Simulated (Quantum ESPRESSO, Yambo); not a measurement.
An input for Yambo 5.3.0 (AgCl (Fm-3m)):

```
optics
bss
bse
em1s
dipoles
rim_cut
RandQpts= 1000000
RandGvec= 1 RL
Chimod= "HARTREE"
BSKmod= "SEX"
BSEmod= "resonant"
BSSmod= "h"
BSENGexx= 20 Ry
BSENGBlk= 4 Ry
% BSEQptR
 1 | 1 |
%
% BSEBands
 21 | 32 |
%
% BEnRange
 0 | 9 | eV
%
% BDmRange
 0.1 | 0.1 | eV
%
BEnSteps= 181
% BLongDir
 1 | 0 | 0 |
%
% BndsRnXs
 9 | 46 |
%
NGsBlkXs= 4 Ry
% LongDrXs
 1 | 1 | 1 |
%
% KfnQP_E
 1.407 | 1.0 | 1.0 |
%
BSHayTrs= -0.02
FFTGvecs= 33 Ry
```

```sh
OMP_NUM_THREADS=2 mpirun -n 4 yambo -F bse8.in -J bse8,bse7_W -C bse8 > bse8.log
```

The stored states that it reads are on a 8×8×8 mesh. Symmetry: Fm-3m, No. 225, cubic system. The conventional cell has a = 5.597 Å, b = 5.597 Å, c = 5.597 Å, α = 90.00°, β = 90.00°, γ = 90.00°. Nearest to Ag lie 6 Cl at 2.80 Å. Cl has 6 Ag at 2.80 Å nearest. Farther neighbours and most contacts between anions are not listed.

Q: How long will it take on 4 MPI ranks of Arm Neoverse V1, shared host, and how much memory?

It took 3.5 min; on shared hardware allow 1.8 min to 7.1 min. Peak host memory was 4.3 GiB.

The kernel grows as the square of the matrix size, and full diagonalisation as its cube.

[Paths, hosts, dates, memory and timing lines, banners, echoed tables and standing remarks are left out of the program output.]

[Logs are printed without paths, hosts, clocks, repeated set-up lines and the standing remarks that a program may print on its own settings, such as how far it seeks lower states.]

[Runs of the session that timed out or met a known fault of the program may be left out.]

[Hosts, paths, dates, database ids (printed as entryN), source tags and the programs' standing remarks are cut or masked in the printed files.]
